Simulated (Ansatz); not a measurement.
Here is an Ansatz 0.2.0 calculation.

input.yaml

```yaml
crystal:
  lattice:
    - [-1.38371547, 1.38371547, 1.38371547]
    - [1.38371547, -1.38371547, 1.38371547]
    - [1.38371547, 1.38371547, -1.38371547]
  atoms:
    - { symbol: Ni, position: [0.0, 0.0, 0.0], spin: 1.0 }
kpoints:
  mp_grid: { grid: [13, 13, 13] }
scf:
  occupations: { method: fermi_dirac, width: 0.05 }
hamiltonian:
  xc: pbesol
  pseudopotentials: { kind: all_electron, lapw: { basis_error: 0.001 } }
magnetization:
  spin_polarized: true
output:
  forces: true
  stress: true
  eigenvalues: true
  populations: true
```

Potentials or basis: all-electron LAPW, scalar-relativistic.

Launch:

```console
$ ansatz run input.yaml --threads 2 --pin off --max-ram 6144MiB --backend cpu --events-out ev --progress --plain --runs-dir out
```

(1) What does it give for the site moments?

(2) Predict the band gap on the k mesh.

(3) Predict the pressure.

Answers

(1) Ni +0.61 μB.

(2) none (metal or under the smearing width).

(3) -2.4 GPa.
